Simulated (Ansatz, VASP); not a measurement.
In: VASP beside Ansatz

```
CELL_PARAMETERS angstrom
3.38668 0.00000 0.00000
-0.00704 3.38667 0.00000
0.00000 0.00000 19.79446
ATOMIC_POSITIONS crystal
In 0.50000 0.50000 0.38264
In 0.00000 0.00000 0.50000
In 0.50000 0.50000 0.61736
```

Alike in both runs: functional PBE; k mesh 10 × 10 × 1; occupations gaussian, width 0.1 eV; no spin polarisation.

Ansatz relaxed the structure, and its values are those at the end. VASP's run is a single point on that final structure, the one shown.

```csv
,VASP,Ansatz
version,VASP 6.6.1,Ansatz 0.2.0
potentials or method,"VASP PAW PBE potentials, release 64 (In_d)","scalar-relativistic, plane waves, PAW"
plane-wave cutoff (eV),520,420
valence electrons in the cell,39,39
```

|  | VASP | Ansatz | Ansatz less VASP |
| --- | --- | --- | --- |
| gap on the k mesh at the Fermi level (eV) | none | none | - |
| rms of the force components (eV/Å) | 0.007 | 0.007 | -0.0006 |

A gap of «none» marks a metal or a gap that the smearing closes. Ansatz warned: «xc_potential_rough_in_thin_density».
